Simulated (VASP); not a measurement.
# ZnCu2SnS4 (I-4) in VASP: notebook

One crystal, ZnCu2SnS4, is run at these levels: PBEsol; tasks: relaxation of cell and atoms.

Everything below comes from runs of VASP 6.6.1. Logs are shortened: lines on timing, memory, paths and dates and some standing lists are left out, and cuts for length are marked.

### 1 The structure

Symmetry: I-4, No. 82, tetragonal system. Conventional cell: a = 5.434 Å, b = 5.434 Å, c = 10.850 Å, α = 90.00°, β = 90.00°, γ = 90.00°. Zn (site symmetry -4) has 4 S at 2.33 Å as nearest neighbours. Cu (site symmetry -4) has 4 S at 2.33 Å as nearest neighbours. Cu (site symmetry -4) has 4 S at 2.33 Å as nearest neighbours. Sn (site symmetry -4) is surrounded by 4 S at 2.41 Å. S (site symmetry 1) is surrounded by 1 Zn at 2.33 Å and 2 Cu at 2.33 Å and 1 Sn at 2.41 Å.

### 2 Relaxation of cell and atoms, PBEsol

INCAR reads:

```
SYSTEM = ZnCu2SnS4
  ALGO = Normal
  EDIFF = 1E-6
  EDIFFG = -0.01
  ENCUT = 600
  GGA = PS
  IBRION = 2
  ISIF = 3
  ISMEAR = 0
  KPAR = 4
  LASPH = .TRUE.
  LCHARG = .FALSE.
  LREAL = .FALSE.
  LWAVE = .FALSE.
  NELM = 80
  NSW = 90
  PREC = Accurate
  SIGMA = 0.03
```

KPOINTS reads:

```
k-points
0
G
  10 10 10
  0 0 0
```

POSCAR reads:

```
ZnCu2SnS4
1.0
   -2.7171000000      2.7171000000      5.4248000000
    2.7171000000     -2.7171000000      5.4248000000
    2.7171000000      2.7171000000     -5.4248000000
Zn Cu Sn S
1 2 1 4
Direct
    0.2500000000      0.7500000000      0.5000000000
    0.0000000000      0.0000000000      0.0000000000
    0.7500000000      0.2500000000      0.5000000000
    0.5000000000      0.5000000000      0.0000000000
    0.3716100000      0.8844100000      0.9996000000
    0.1155900000      0.1151900000      0.4872000000
    0.8848100000      0.3720100000      0.0004000000
    0.6279900000      0.6283900000      0.5128000000
```

Potentials or basis: VASP PAW PBE potentials, release 64 (Zn, Cu, Sn_d, S).

Run with:

```sh
> cat potpaw_PBE.64/Zn/POTCAR potpaw_PBE.64/Cu/POTCAR potpaw_PBE.64/Sn_d/POTCAR potpaw_PBE.64/S/POTCAR > POTCAR
> mpirun -np 4 vasp_std > vasp.out
```

OUTCAR:

```text
SYSTEM = ZnCu2SnS4
   EDIFF = 1E-6
   EDIFFG = -0.01
   ENCUT = 600
   GGA = PS
   IBRION = 2
   ISIF = 3
   ISMEAR = 0
   LASPH = .TRUE.
   LREAL = .FALSE.
   NELM = 80
   NSW = 90
   PREC = Accurate

 ion  position               nearest neighbor table
   1  0.250  0.750  0.500-   8 2.33   7 2.33   6 2.33   5 2.33
   2  0.000  0.000  0.000-   5 2.33   8 2.33   7 2.33   6 2.33
   3  0.750  0.250  0.500-   7 2.33   6 2.33   5 2.33   8 2.33
   4  0.500  0.500  0.000-   8 2.41   7 2.41   6 2.41   5 2.41
   5  0.372  0.884  1.000-   1 2.33   2 2.33   3 2.33   4 2.41
   6  0.116  0.115  0.487-   1 2.33   2 2.33   3 2.33   4 2.41
   7  0.885  0.372  0.000-   1 2.33   2 2.33   3 2.33   4 2.41
   8  0.628  0.628  0.513-   1 2.33   2 2.33   3 2.33   4 2.41

  LATTYP: Found a body centered tetragonal cell.
 ALAT       =     5.4342000000
 C/A-ratio  =     1.9965404291

  Lattice vectors:

 A1 = (  -2.7171000000,   2.7171000000,   5.4248000000)
 A2 = (   2.7171000000,  -2.7171000000,   5.4248000000)
 A3 = (   2.7171000000,   2.7171000000,  -5.4248000000)

Analysis of symmetry for initial positions (statically):
=====================================================================
 Subroutine PRICEL returns:
 Original cell was already a primitive cell.

 Routine SETGRP: Setting up the symmetry group for a
 body centered tetragonal supercell.

 Subroutine GETGRP returns: Found  4 space group operations
 (whereof  4 operations were pure point group operations)
 out of a pool of 16 trial point group operations.

The static configuration has the point symmetry S_4 .

Analysis of symmetry for dynamics (positions and initial velocities):
=====================================================================
 Subroutine PRICEL returns:
 Original cell was already a primitive cell.

 Routine SETGRP: Setting up the symmetry group for a
 body centered tetragonal supercell.

 Subroutine GETGRP returns: Found  4 space group operations
 (whereof  4 operations were pure point group operations)
 out of a pool of 16 trial point group operations.

The dynamic configuration has the point symmetry S_4 .

 Subroutine INISYM returns: Found  4 space group operations
 (whereof  4 operations are pure point group operations),
 and found     1 'primitive' translations

----------------------------------------------------------------------------------------

                                     Primitive cell

  volume of cell :     160.1972

  direct lattice vectors                    reciprocal lattice vectors
    -2.717100000  2.717100000  5.424800000     0.000000000  0.184019727  0.092169297
     2.717100000 -2.717100000  5.424800000     0.184019727  0.000000000  0.092169297
     2.717100000  2.717100000 -5.424800000     0.184019727  0.184019727  0.000000000

  length of vectors
     6.647835728  6.647835728  6.647835728     0.205811659  0.205811659  0.260243194

  position of ions in fractional coordinates (direct lattice)
     0.250000000  0.750000000  0.500000000
     0.000000000  0.000000000  0.000000000
     0.750000000  0.250000000  0.500000000
     0.500000000  0.500000000  0.000000000
     0.371610000  0.884410000  0.999600000
     0.115590000  0.115190000  0.487200000
     0.884810000  0.372010000  0.000400000
     0.627990000  0.628390000  0.512800000

  ion indices of the primitive-cell ions
   primitive index   ion index
                 1           1
                 2           2
                 3           3
                 4           4
                 5           5
                 6           6
                 7           7
                 8           8

----------------------------------------------------------------------------------------

 KPOINTS: k-points

Automatic generation of k-mesh.
 Grid dimensions read from file:
 generate k-points for:   10   10   10

 Generating k-lattice:

  Cartesian coordinates                     Fractional coordinates (reciprocal lattice)
     0.000000000  0.018401973  0.009216930     0.100000000 -0.000000000  0.000000000
     0.018401973  0.000000000  0.009216930    -0.000000000  0.100000000  0.000000000
     0.018401973  0.018401973  0.000000000     0.000000000  0.000000000  0.100000000

  Length of vectors
     0.020581166  0.020581166  0.026024319

  Shift w.r.t. Gamma in fractional coordinates (k-lattice)
     0.000000000  0.000000000  0.000000000

 Subroutine IBZKPT returns following result:
 ===========================================

 Found    144 irreducible k-points:

 Following reciprocal coordinates:
            Coordinates               Weight
  0.000000  0.000000  0.000000      1.000000
  0.100000  0.000000  0.000000      8.000000
  0.200000  0.000000  0.000000      8.000000
  0.300000 -0.000000  0.000000      8.000000
  0.400000 -0.000000  0.000000      8.000000
  0.500000  0.000000  0.000000      4.000000
[... 16 lines left out ...]
  0.200000  0.200000  0.000000      8.000000
  0.300000  0.200000  0.000000      8.000000
 [... further k-points ...]
   k-points           NKPTS =    144   k-points in BZ     NKDIM =    144   number of bands    NBANDS=     43
   number of dos      NEDOS =    301   number of ions     NIONS =      8
   total plane-waves  NPLWV = 157464
   dimension x,y,z NGX =    54 NGY =   54 NGZ =   54
   dimension x,y,z NGXF=   108 NGYF=  108 NGZF=  108
   ions per type =               1   2   1   4
   NGX,Y,Z   is equivalent  to a cutoff of  13.50, 13.50, 13.50 a.u.
   NGXF,Y,Z  is equivalent  to a cutoff of  27.01, 27.01, 27.01 a.u.
 SYSTEM =  ZnCu2SnS4
   PREC   = accura    normal or accurate (medium, high low for compatibility)
   ISTART =      0    job   : 0-new  1-cont  2-samecut
   ICHARG =      2    charge: 1-file 2-atom 10-const
   ISPIN  =      1    spin polarized calculation?
   LNONCOLLINEAR =      F non collinear calculations
   LSORBIT =      F    spin-orbit coupling
   LASPH  =      T    aspherical Exc in radial PAW
   ENCUT  =  600.0 eV  44.10 Ry    6.64 a.u.  13.28 13.28 13.28*2*pi/ulx,y,z
   NELM   =     80;   NELMIN=  2; NELMDL= -5     # of ELM steps
   EDIFF  = 0.1E-05   stopping-criterion for ELM
   LREAL  =      F    real-space projection
   EDIFFG = -.1E-01   stopping-criterion for IOM
   NSW    =     90    number of steps for IOM
   IBRION =      2    ionic relax: 0-MD 1-quasi-New 2-CG
   NFREE  =      1    steps in history (QN), initial steepest desc. (CG)
   ISIF   =      3    stress and relaxation
   ISYM   =      2    0-nonsym 1-usesym 2-fastsym
   POTIM  = 0.5000    time-step for ionic-motion
   TEBEG  =    0.0;   TEEND  =   0.0 temperature during run
   PSTRESS=    0.0 pullay stress
   NELECT =      72.0000    total number of electrons
   NUPDOWN=      -1.0000    fix difference up-down
   EMIN   =  10.00;   EMAX   =-10.00  energy-range for DOS
   EFERMI =   0.00;   METHOD = LEGACY
   ISMEAR =     0;   SIGMA  =   0.03  broadening in eV -4-tet -1-fermi 0-gaus
   EFERMI_NEDOS =   21; number of points for ismear=-14 and -15
   IALGO  =     38    algorithm
   IMIX   =      4    mixing-type and parameters
     AMIX     =   0.40;   BMIX     =  1.00
     AMIX_MAG =   1.60;   BMIX_MAG =  1.00
  volume/ion in A,a.u.               =      20.02       135.13
  Fermi-wavevector in a.u.,A,eV,Ry     =   1.254009  2.369734 21.395688  1.572539
  Thomas-Fermi vector in A             =   2.387835
   LORBIT       =      0    0 simple, 1 ext, 2 COOP (PROOUT), +10 PAW based schemes
   GGA     = PS    functional components
   LHFCALC =     F    Hartree Fock is set to
   AEXX    =    0.0000 exact exchange contribution
   IVDW    =     0    specifies the selected vdW correction
   LEPSILON=     F    determine dielectric tensor
   LRPA    =     F    only Hartree local field effects (RPA)
 conjugate gradient relaxation of ions
 non-spin polarized calculation
 Gauss-broadening in eV      SIGMA  =   0.03
  energy-cutoff  :      600.00
  volume of cell :      160.20
 maximum number of plane-waves:      5397
 NGX is ok and might be reduce to    54
   NGX = 27   NGY = 27   NGZ = 27

--------------------------------------- Ionic step        1  -------------------------------------------

 number of electron      71.9999998 magnetization

 Free energy of the ion-electron system (eV)
  ---------------------------------------------------
  ext. energy  EPLUGINS =         0.00000000
  ---------------------------------------------------
  free energy    TOTEN  =       -35.71868343 eV

  energy without entropy =      -35.71868343  energy(sigma->0) =      -35.71868343

 E-fermi :   4.8706     XC(G=0):  -9.9994

 val. band max:        4.7326607501   @ k =   0.0000   0.0000   0.0000
 cond. band min:       4.9885937041   @ k =   0.0000   0.0000   0.0000
 fundamental gap:      0.2559329540
 Fermi energy:         4.8705669382

 k-point     1 :       0.0000    0.0000    0.0000
  band No.  band energies     occupation
      1     -17.4344      2.00000
      2     -17.4303      2.00000
      3     -17.4303      2.00000
      4     -17.3401      2.00000
      5     -17.3325      2.00000
      6      -9.8093      2.00000
[... 1214 lines left out ...]
  FREE ENERGIE OF THE ION-ELECTRON SYSTEM (eV)
  ---------------------------------------------------
  free  energy   TOTEN  =       -35.8092048447 eV

  energy  without entropy=      -35.8092048447  energy(sigma->0) =      -35.80920484

[... ionic steps 4 to 8 ...]

--------------------------------------- Ionic step        9  -------------------------------------------

 number of electron      72.0000015 magnetization

------------------------ aborting loop because EDIFF is reached ----------------------------------------

  FORCE on cell =-STRESS in cart. coord.  units (eV):
  Direction    XX          YY          ZZ          XY          YZ          ZX
  --------------------------------------------------------------------------------------
  -------------------------------------------------------------------------------------
  Total       -0.0254535     -0.0254535      0.0378778      0.0000000      0.0000000      0.0000000
  in kB       -0.2618393     -0.2618393      0.3896467      0.0000002      0.0000000      0.0000000
  external PRESSURE =      -0.0446773 kB  Pullay stress =       0.0000000 kB
[... 69 lines left out ...]
  energy  without entropy=      -35.8268316849  energy(sigma->0) =      -35.82683177

--------------------------------------- Ionic step       11  -------------------------------------------

 number of electron      72.0000015 magnetization

 Free energy of the ion-electron system (eV)
  ---------------------------------------------------
  ext. energy  EPLUGINS =         0.00000000
  ---------------------------------------------------
  free energy    TOTEN  =       -35.82689606 eV

  energy without entropy =      -35.82689592  energy(sigma->0) =      -35.82689599

 E-fermi :   5.1708     XC(G=0): -10.1446

 val. band max:        5.1001882169   @ k =   0.0000   0.0000   0.0000
 cond. band min:       5.2413347338   @ k =   0.0000   0.0000   0.0000
 fundamental gap:      0.1411465169
 Fermi energy:         5.1707616410

 k-point     1 :       0.0000    0.0000    0.0000
  band No.  band energies     occupation
      1     -17.1016      2.00000
      2     -17.0975      2.00000
      3     -17.0975      2.00000
      4     -17.0185      2.00000
      5     -17.0141      2.00000
      6      -9.5911      2.00000
[... 1130 lines left out ...]
  FREE ENERGIE OF THE ION-ELECTRON SYSTEM (eV)
  ---------------------------------------------------
  free  energy   TOTEN  =       -35.8268960571 eV

  energy  without entropy=      -35.8268959234  energy(sigma->0) =      -35.82689599

 reached required accuracy - stopping structural energy minimisation
```

It took 69 min on 4 MPI ranks of AMD EPYC 7R13 (Zen 3), shared host; peak memory 1.3 GiB.

What came out:

- Free energy: -35.8269 eV
- Relaxed volume: 19.45 Å³/atom
- Relaxed cell: a = 6.586 Å, b = 6.586 Å, c = 6.586 Å, α = 131.78°, β = 131.78°, γ = 70.58°
- Space group after relaxing (to 0.05 Å): I-4 (No. 82)
- Energy gained by relaxing: 13.5 meV/atom
- Ionic steps: 11
- Pressure after relaxing: 0.0 GPa
- Largest force after relaxing: 0.009 eV/Å
- Band gap on the k mesh: 0.14 eV, direct

Forces on the atoms (eV/Å):
```
Zn   0.000  0.000  0.000
Cu   0.000  0.000  0.000
Cu   0.000  0.000  0.000
Sn   0.000  0.000  0.000
S    0.006 -0.004  0.005
S   -0.004 -0.006 -0.005
S   -0.006  0.004  0.005
S    0.004  0.006 -0.005
```

The path:
| step | energy change (eV) | largest force (eV/Å) | pressure (GPa) | volume (Å³) |
| --- | --- | --- | --- | --- |
| 1 | 0.0000 | 0.6231 | -1.48 | 160.20 |
| 2 | -0.0795 | 0.3880 | 0.15 | 155.95 |
| 3 | -0.0905 | 0.2491 | 1.19 | 153.71 |
| 4 | -0.1075 | 0.0552 | -0.10 | 155.79 |
| 5 | -0.1078 | 0.0430 | 0.02 | 155.58 |
| 6 | -0.1078 | 0.0424 | 0.06 | 155.54 |
| 7 | -0.1081 | 0.0194 | -0.01 | 155.67 |
| 8 | -0.1081 | 0.0130 | -0.06 | 155.79 |
| 9 | -0.1081 | 0.0110 | 0.00 | 155.75 |
| 10 | -0.1081 | 0.0111 | -0.04 | 155.76 |
| 11 | -0.1082 | 0.0088 | 0.01 | 155.64 |

Final structure:
```
CELL_PARAMETERS angstrom
-2.69032 2.69032 5.37580
2.69032 -2.69032 5.37580
2.69032 2.69032 -5.37580
ATOMIC_POSITIONS crystal
Zn 0.25000 0.75000 0.50000
Cu 0.00000 0.00000 0.00000
Cu 0.75000 0.25000 0.50000
Sn 0.50000 0.50000 0.00000
S 0.37057 0.89761 0.00867
S 0.10239 0.11105 0.47296
S 0.88895 0.36191 0.99133
S 0.63809 0.62943 0.52704
```

Caveat: the PAW data sets were made with another functional, which shifts forces and pressure a little; spin-orbit coupling is left out, which moves the levels of the heavy elements. A k mesh can miss the band edges.

(Part 1 of 2 ends here.)
